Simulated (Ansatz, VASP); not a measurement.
**SiO2 in VASP and in Ansatz**

```xyz
6
Lattice="-2.3170 2.3170 3.6202 2.3170 -2.3170 3.6202 2.3170 2.3170 -3.6202" Properties=species:S:1:pos:R:3 pbc="T T T"
Si    0.0000    0.0000    0.0000
Si    0.0000    2.3170    1.8101
O     0.6505    1.1585    0.9050
O     1.1585    2.9675    2.7151
O    -1.1585    1.6666    2.7151
O    -0.6505    3.4756    0.9050
```

Alike in both runs: task single point; functional LDA; k mesh 6 × 6 × 6; occupations gaussian, width 0.02 eV; no spin polarisation.

```csv
,VASP,Ansatz
version,VASP 6.6.1,Ansatz 0.2.0
potentials or method,"VASP PAW LDA potentials, release 64 (Si, O)","scalar-relativistic, plane waves, PAW"
plane-wave cutoff (eV),520,420
valence electrons in the cell,32,32
```

|  | VASP | Ansatz | Ansatz less VASP |
| --- | --- | --- | --- |
| gap on the k mesh at the Fermi level (eV) | 6.23 | 6.23 | 0.000 |
| least direct gap on the mesh (eV) | 6.23 | 6.23 | 0.000 |
| pressure (GPa) | 3.7 | 3.0 | -0.73 |
| largest component of the traceless stress (GPa) | 0.07 | 0.02 | -0.052 |
| rms of the force components (eV/Å) | 0.022 | 0.000 | -0.0220 |

Atom by atom the forces differ by 0.022 eV/Å (rms over components).

A k mesh can miss the band edges.
